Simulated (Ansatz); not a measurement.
**LiF: properties of a relaxed candidate**

The task, for LiF: repeat the electronic structure at other levels of theory.

Method: DFT PBE, scalar-relativistic, plane waves, PAW, unless a step names another level, in Ansatz 0.2.0.

1 further run of the same task is left out (set aside as unsound or not needed).

## 1. The structure to begin with

Symmetry: Fm-3m, No. 225, cubic system. The conventional cell has a = 4.069 Å, b = 4.069 Å, c = 4.069 Å, α = 90.00°, β = 90.00°, γ = 90.00°. Around Li (site symmetry m-3m) lie 6 F at 2.03 Å. F (site symmetry m-3m) has 6 Li at 2.03 Å as nearest neighbours.

As a file:

```
Li F
1.0
     0.00000    2.03430    2.03430
     2.03430    0.00000    2.03430
     2.03430    2.03430    0.00000
Li F
1 1
Direct
  0.50000 0.50000 0.50000
  0.00000 0.00000 0.00000
```

The cell was relaxed beforehand at this level, from a generated guess; it is a trial structure. At a tolerance of 0.02 Å it has space group Fm-3m (No. 225); it has 8.42 Å³/atom, an uncorrected energy of -2.95 eV/atom over the elements and, on its mesh, gap 8.83 eV.

## 2. Level of theory: r2SCAN

Contents of input.yaml:

```yaml
crystal:
  lattice:
    - [0.0, 2.0343030395, 2.0343030395]
    - [2.0343030395, 0.0, 2.0343030395]
    - [2.0343030395, 2.0343030395, 0.0]
  atoms:
    - { symbol: Li, position: [0.5, 0.5, 0.5] }
    - { symbol: F, position: [0.0, 0.0, 0.0] }
basis:
  ecutwfc: 500
kpoints:
  mp_grid: { grid: [10, 10, 10] }
  band_path:
    path:
      - [[0.0, 0.0, 0.0], [0.5, 0.0, 0.5], [0.625, 0.25, 0.625]]
      - [[0.375, 0.375, 0.75], [0.0, 0.0, 0.0], [0.5, 0.5, 0.5], [0.5, 0.25, 0.75], [0.5, 0.0, 0.5]]
    npoints: 14
hamiltonian:
  xc: r2scan
scf:
  occupations: { method: gaussian, width: 0.02 }
  n_extra_bands: 6
output:
  forces: true
  stress: true
  eigenvalues: true
  populations: true
  dos: { projected: true, de: 0.02, nscf_kmesh: { grid: [15, 15, 15] } }
  bader: true
```

Command:

```sh
$ ansatz run input.yaml --threads 1 --pin off --max-ram 2560MiB --backend cpu --events-out ev --progress --plain --runs-dir out
```

## 3. Band edges anywhere in the zone (r2SCAN)

Contents of input.yaml:

```yaml
crystal:
  lattice:
    - [0.0, 2.0343030395, 2.0343030395]
    - [2.0343030395, 0.0, 2.0343030395]
    - [2.0343030395, 2.0343030395, 0.0]
  atoms:
    - { symbol: Li, position: [0.5, 0.5, 0.5] }
    - { symbol: F, position: [0.0, 0.0, 0.0] }
basis:
  ecutwfc: 500
kpoints:
  mp_grid: { grid: [10, 10, 10] }
  band_path: { path: [VBM, CBM], npoints: 2 }
hamiltonian:
  xc: r2scan
scf:
  occupations: { method: gaussian, width: 0.02 }
output:
  forces: false
  stress: false
  eigenvalues: true
checkpoint:
  read: start.run
  write: ck
  compress: false
  write_wavefunctions: false
  write_every: 100000
```

## 4. Levels beside the edges (r2SCAN)

Contents of input.yaml:

```yaml
crystal:
  lattice:
    - [0.0, 2.0343030395, 2.0343030395]
    - [2.0343030395, 0.0, 2.0343030395]
    - [2.0343030395, 2.0343030395, 0.0]
  atoms:
    - { symbol: Li, position: [0.5, 0.5, 0.5] }
    - { symbol: F, position: [0.0, 0.0, 0.0] }
basis:
  ecutwfc: 500
kpoints:
  mp_grid: { grid: [10, 10, 10] }
hamiltonian:
  xc: r2scan
scf:
  occupations: { method: gaussian, width: 0.02 }
output:
  forces: false
  stress: false
  eigenvalues: true
  eigenstates:
    kpoints:
      - [-0.052083, 0.0, 0.052083]
      - [-0.052083, 0.006475388, 0.058558388]
      - [-0.052083, -0.006475388, 0.045607612]
      - [-0.045607612, 0.0, 0.058558388]
      - [-0.058558388, 0.0, 0.045607612]
      - [-0.045607612, 0.006475388, 0.052083]
      - [-0.058558388, -0.006475388, 0.052083]
      - [-0.047504209, 0.004578791, 0.061240581]
      - [-0.056661791, -0.004578791, 0.042925419]
      - [-0.047504209, 0.009157581, 0.056661791]
      - [-0.056661791, -0.009157581, 0.047504209]
      - [-0.042925419, 0.004578791, 0.056661791]
      - [-0.061240581, -0.004578791, 0.047504209]
      - [-0.044605866, 0.007477134, 0.059560134]
      - [-0.059560134, -0.007477134, 0.044605866]
      - [0.0, 0.0, 0.0]
      - [0.0, 0.006475388, 0.006475388]
      - [0.0, -0.006475388, -0.006475388]
      - [0.006475388, 0.0, 0.006475388]
      - [-0.006475388, 0.0, -0.006475388]
      - [0.006475388, 0.006475388, 0.0]
      - [-0.006475388, -0.006475388, 0.0]
      - [0.004578791, 0.004578791, 0.009157581]
      - [-0.004578791, -0.004578791, -0.009157581]
      - [0.004578791, 0.009157581, 0.004578791]
      - [-0.004578791, -0.009157581, -0.004578791]
      - [0.009157581, 0.004578791, 0.004578791]
      - [-0.009157581, -0.004578791, -0.004578791]
      - [0.007477134, 0.007477134, 0.007477134]
      - [-0.007477134, -0.007477134, -0.007477134]
    e_range: [-11.285138, 11.285138]
checkpoint:
  read: start.run
  write: ck
  compress: false
  write_wavefunctions: false
  write_every: 100000
```

## 5. The same geometry with HSE06

Contents of input.yaml:

```yaml
crystal:
  lattice:
    - [0.0, 2.0343030395, 2.0343030395]
    - [2.0343030395, 0.0, 2.0343030395]
    - [2.0343030395, 2.0343030395, 0.0]
  atoms:
    - { symbol: Li, position: [0.5, 0.5, 0.5] }
    - { symbol: F, position: [0.0, 0.0, 0.0] }
basis:
  ecutwfc: 420
kpoints:
  mp_grid: { grid: [8, 8, 8] }
  band_path:
    path:
      - [[0.0, 0.0, 0.0], [0.5, 0.0, 0.5], [0.625, 0.25, 0.625]]
      - [[0.375, 0.375, 0.75], [0.0, 0.0, 0.0], [0.5, 0.5, 0.5], [0.5, 0.25, 0.75], [0.5, 0.0, 0.5]]
    npoints: 4
hamiltonian:
  xc: hse06
scf:
  occupations: { method: gaussian, width: 0.02 }
output:
  forces: true
  stress: true
  eigenvalues: true
  populations: true
  dos: { projected: true, de: 0.02 }
  bader: false
  write_density: true
  write_potential: true
  elf: true
  volumetric_format: npy
```

(Steps that only read results are left out.)

What does the calculation give? Wanted: gap; Bader charges; gap over the zone; valence top, conduction bottom; hole masses; electron masses (for each run or level that gives them).

The runs gave:

```
                                              quantity                                          value
                                          gap (r2SCAN)                    9.79 eV, direct on the path
                                Bader charges (r2SCAN)                            Li +0.91, F -0.91 e
                            gap over the zone (r2SCAN)                              9.79 eV, indirect
valence top, conduction bottom (fractional k) (r2SCAN)  (-0.052, 0.000, 0.052), (0.000, 0.000, 0.000)
                                  hole masses (r2SCAN)   1.26 to 3.94 m0 along the directions sampled
                              electron masses (r2SCAN)   0.85 to 0.85 m0 along the directions sampled
                                           gap (HSE06)                   11.12 eV, direct on the path
```

The gap runs from 8.83 eV with PBE to 11.12 eV with HSE06. Exact exchange in HSE06 widens it by 2.29 eV. At this fixed cell r2SCAN gives -4.0 GPa, so it would relax to a smaller volume. HSE06 cost 11 times the CPU time of PBE on a shared host.
